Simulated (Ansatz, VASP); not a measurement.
## FeO: the dispersion correction in 2 programs

The cell as given:

The structure is cubic, space group Fm-3m (No. 225). Conventional cell: a = 4.311 Å, b = 4.311 Å, c = 4.311 Å, α = 90.00°, β = 90.00°, γ = 90.00°. Around Fe (site symmetry m-3m) lie 6 O at 2.16 Å. O (site symmetry m-3m) has 6 Fe at 2.16 Å as nearest neighbours.

Kept alike: task relaxation of cell and atoms; functional PBE; k mesh 8 × 8 × 8; occupations fermi-dirac, width 0.05 eV; collinear spin, ferromagnetic start. The mesh is that of the run's cell of 2 atoms. No spin-orbit coupling.

- A: Ansatz, Ansatz PAW, cutoff 420 eV
- B: VASP, PBE PAW files Fe, O, 600 eV

| dispersion correction | A: volume (Å³/atom) | B: volume (Å³/atom) |
| --- | --- | --- |
| none | 10.006 | 9.997 |
| D3(BJ) | 9.828 | 9.824 |
| D4 | 9.840 | 9.840 |

Magnetic runs hold the state that their start led to. Values hold for each row's relaxed cell, which stops near the pressure aimed at (zero). Ansatz's stress holds its Pulay term. Programs can differ in the three-body term of D3, and some take D4 from an outside library. For a metal such a mesh leaves the last digits unconverged.

Task: How large is the effect of the dispersion correction, and do the programs agree on it?

Result: From none to D3(BJ) the volume moves by -0.178 in A, -0.173 in B (Å³/atom). Row by row the programs differ by 0.000 to 0.009, and over this span the shifts, as printed, agree within about 3 %. Shifts from none: D3(BJ) -0.178, -0.173; D4 -0.166, -0.157; the programs' shifts differ by up to 0.009.
